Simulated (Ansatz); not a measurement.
# HfS2: an axial (c/a) deformation path

An exercise on one series of results from a longer session: the logs are not shown, and one member is left open.

Program: Ansatz 0.2.0. Level of theory: DFT PBEsol, scalar-relativistic, plane waves, PAW. These are calculated values, not measurements.

## The structure to begin with

It takes space group P-3m1 (No. 164, trigonal). The conventional cell has a = 3.640 Å, b = 3.640 Å, c = 6.056 Å, α = 90.00°, β = 90.00°, γ = 120.00°. Hf (site symmetry -3m) is surrounded by 6 S at 2.54 Å. S (site symmetry 3m) is surrounded by 3 Hf at 2.54 Å.

Structure file:

```cif
data_structure
_symmetry_space_group_name_H-M 'P 1'
_symmetry_Int_Tables_number 1
_cell_length_a 3.6397
_cell_length_b 3.6397
_cell_length_c 6.0556
_cell_angle_alpha 90.000
_cell_angle_beta 90.000
_cell_angle_gamma 120.000
_cell_volume 69.47
loop_
_atom_site_label
_atom_site_type_symbol
_atom_site_fract_x
_atom_site_fract_y
_atom_site_fract_z
_atom_site_occupancy
Hf1 Hf 0.00000 0.00000 0.00000 1
S1 S 0.66667 0.33333 0.76395 1
S2 S 0.33333 0.66667 0.23605 1
```

It goes back to an entry of the Materials Project.

The cell is taken as given, not relaxed at this level.

Set-up of the first run:

At fixed volume and fractional coordinates, lengths along (0.000, 0.000, 1.000) are scaled against those across it; ρ is that ratio over its starting value.

The input, input.yaml:

```yaml
crystal:
  lattice:
    - [3.8422740646, 0.0, 0.0]
    - [-1.9211370323, 3.3275069483, 0.0]
    - [0.0, 0.0, 5.4337598343]
  atoms:
    - { symbol: Hf, position: [0.0, 0.0, 0.0] }
    - { symbol: S, position: [0.6666666667, 0.3333333333, 0.76395205] }
    - { symbol: S, position: [0.3333333333, 0.6666666667, 0.23604795] }
basis:
  ecutwfc: 420
kpoints:
  mp_grid: { grid: [9, 9, 6] }
hamiltonian:
  xc: pbesol
scf:
  occupations: { method: gaussian, width: 0.05 }
output:
  forces: true
  stress: true
  eigenvalues: true
```

Among the steps run: Point ρ = 0.850; Point ρ = 1.200; At ρ = 0.920; At ρ = 1.100; ρ = 0.960; ρ = 1.050; Point ρ = 0.800; ρ = 1.300.

One of the session's tables, all rows but one given; the rest of the session is left out.

The scan, with free energies counted from the undisturbed cell:

```
    ρ  ΔE (meV/atom)  pressure (GPa)  gap on the mesh (eV)
0.800          168.3            -4.8                  0.93
0.850           99.9            -3.7                  1.05
0.920              ?               ?                     ?
0.960           11.8            -2.0                  1.13
1.000            0.0            -1.5                  1.12
1.050            0.0            -1.0                  0.88
1.100           16.2            -0.6                  0.60
1.200           97.4            -0.2                  0.03
1.300          232.0            -0.5                  0.00
```

Q: Estimate the row for ρ = 0.920 from the others.

Worked estimate for «ΔE (meV/atom)». A straight line through the neighbours (0.850, 99.9) and (0.960, 11.8) gives 99.9 + (11.8 − 99.9) × (0.920 − 0.850) / (0.960 − 0.850) = 43.8; a parabola fitted to 4 rows on both sides gives 34.0.

As computed: ΔE (meV/atom): 34.3; pressure (GPa): -2.5; gap on the mesh (eV): 1.16. In «ΔE (meV/atom)» the line misses by +9.5 and the parabola by -0.3.

Where the gap reads zero, the mesh chosen for the insulator is on the coarse side.

Caveats from the session: Layers here are held mostly by dispersion, which this level lacks, so their spacing and the stiffness across them are unreliable there.
